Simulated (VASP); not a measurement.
The system is SnS2.

```
Sn S
1.0
     3.63900    0.00000    0.00000
    -1.81950    3.15147    0.00000
     0.00000    0.00000    5.67436
Sn S
1 2
Direct
  0.00000 0.00000 0.00000
  0.33333 0.66667 0.25853
  0.66667 0.33333 0.74147
```

* Program: VASP 6.6.1
* Task: relaxation of the atoms
* Functional: rev-vdW-DF2
* Potentials or basis: VASP PAW PBE potentials, release 64 (Sn_d, S)
* Cutoff: 520 eV
* k mesh: 10 × 10 × 6
* Occupations: gaussian, width 0.05 eV
* Spin: no spin polarisation

At the start: pressure 3.5 GPa; volume 21.69 Å³/atom.

Where does the relaxation end?

Over 3 steps the energy falls by 2.2 meV/atom; space group P-3m1 (No. 164, to 0.05 Å).

The path:
```csv
step,energy change (eV),largest force (eV/Å),pressure (GPa)
1,0.0000,0.2781,3.52
2,-0.0053,0.1204,2.93
3,-0.0066,0.0021,2.46
```

Final structure:
```yaml
crystal:
  lattice:
    - [3.63900, 0.00000, 0.00000]
    - [-1.81950, 3.15147, 0.00000]
    - [0.00000, 0.00000, 5.67436]
  atoms:
    - { symbol: Sn, position: [0.00000, 0.00000, 0.00000] }
    - { symbol: S, position: [0.33333, 0.66667, 0.26270] }
    - { symbol: S, position: [0.66667, 0.33333, 0.73730] }
```

Caveat: the PAW data sets were made with another functional, which shifts forces and pressure a little.
